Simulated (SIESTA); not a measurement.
As:

```
As
1.0
     2.70368    0.00000    0.00000
     0.00000    2.70368    0.00000
     0.00000    0.00000    2.70368
As
1
Cartesian
  1.3518 1.3518 1.3518
```

This isn't the form of As at room conditions, which is rhombohedral.

| Item | Value |
| --- | --- |
| Program | SIESTA 5.4.2 |
| Task | single point |
| Functional | PBE |
| Potentials or basis | PseudoDojo 0.4 standard (PBE files) |
| Basis | DZP (energy shift 0.003 Ry; two zetas on semicore shells) |
| Grid cutoff | 500 Ry |
| Energy shift | 0.003 Ry |
| k mesh | 10 × 10 × 10 |
| Occupations | fermi-dirac, width 0.05 eV |
| Spin | no spin polarisation |

On this cell: pressure 5.0 GPa; band gap on the k mesh none (metal or under the smearing width).

The same run follows on a disturbed copy (cell strained at random at fixed volume):

```
As
1.0
     2.71004   -0.01738   -0.01186
    -0.01738    2.72970    0.03326
    -0.01186    0.03326    2.67219
As
1
Direct
  0.48435 0.50553 0.49638
```

What changes?

The energy (extrapolated to zero smearing) moves by +3.8 meV/atom; pressure 5.0 GPa; band gap on the k mesh none (metal or under the smearing width).

Stress tensor (GPa, compression positive):
```
 4.66  0.24  0.36
 0.24  2.97 -0.76
 0.36 -0.76  7.39
```

Caveats: the basis of atomic orbitals isn't converged, which shifts pressures, moduli and gaps.
